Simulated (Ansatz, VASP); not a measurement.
**Sb: VASP beside Ansatz**

```xyz
2
Lattice="3.4685 0.0000 0.0000 -1.7343 3.0038 0.0000 0.0000 0.0000 5.8112" Properties=species:S:1:pos:R:3 pbc="T T T"
Sb    0.0000    2.0026    1.4528
Sb    1.7343    1.0013    4.3584
```

Alike in both runs: functional BLYP; k mesh 11 × 11 × 6; occupations fermi-dirac, width 0.1 eV; no spin polarisation.

Ansatz relaxed the structure, and its values are those at the end. VASP's run is a single point on that final structure, the one shown.

|  | VASP | Ansatz |
| --- | --- | --- |
| version | VASP 6.6.1 | Ansatz 0.2.0 |
| potentials or method | VASP PAW PBE potentials, release 64 (Sb) | plane waves (420 eV) with PAW, scalar-relativistic |
| plane-wave cutoff (eV) | 520 | 420 |
| valence electrons in the cell | 10 | 30 |

```csv
,VASP,Ansatz,Ansatz less VASP
pressure (GPa),0.1,0.0,-0.12
```

The functional is the same, so the differences come from potentials, cutoffs and numerics. The two sets of potentials don't hold the same shells in valence.

Caveats: the PAW data sets were made with another functional, which shifts forces and pressure a little (VASP). The runs have no spin-orbit coupling, so splittings on Sb are missing.
